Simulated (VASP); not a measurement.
The system is Te.

```
Te
1.0
     4.45400    0.00000    0.00000
    -2.22700    3.85728    0.00000
     0.00000    0.00000    5.92400
Te
3
Direct
  0.26900 0.00000 0.33333
  0.00000 0.26900 0.66667
  0.73100 0.73100 0.00000
```

| Quantity | Value |
| --- | --- |
| Program | VASP 6.6.1 |
| Task | relaxation of cell and atoms |
| Functional | PBE |
| Dispersion | D3(BJ) |
| Potentials or basis | VASP PAW PBE potentials, release 64 (Te) |
| Cutoff | 600 eV |
| k mesh | 11 × 11 × 8 |
| Occupations | methfessel-paxton, width 0.1 eV |
| Spin | no spin polarisation |

At the start: pressure -0.7 GPa; volume 33.93 Å³/atom.

How do energy, volume and symmetry change on relaxing?

Over 12 steps the energy falls by 12.4 meV/atom and the volume is 32.07 Å³/atom (-5.5 %); space group P3_121 (No. 152, to 0.05 Å).

The path:
```tsv
step	energy change (eV)	largest force (eV/Å)	pressure (GPa)	volume (Å³)
1	0.0000	0.1665	-0.73	101.78
2	-0.0107	0.2304	0.10	99.51
3	-0.0123	0.2646	0.61	98.28
4	-0.0190	0.2258	0.55	97.86
5	-0.0324	0.1227	0.41	96.60
6	-0.0304	0.0343	0.46	94.06
7	-0.0362	0.0459	0.39	95.45
8	-0.0370	0.0144	-0.10	96.37
9	-0.0370	0.0200	-0.01	96.21
10	-0.0371	0.0178	-0.01	96.21
11	-0.0373	0.0106	0.01	96.20
12	-0.0373	0.0089	0.01	96.20
```

Final structure:
```
Te
1.0
     4.31392    0.00000    0.00000
    -2.15696    3.73597    0.00000
     0.00000    0.00000    5.96924
Te
3
Direct
  0.28508 0.00000 0.33333
  0.00000 0.28508 0.66667
  0.71492 0.71492 0.00000
```
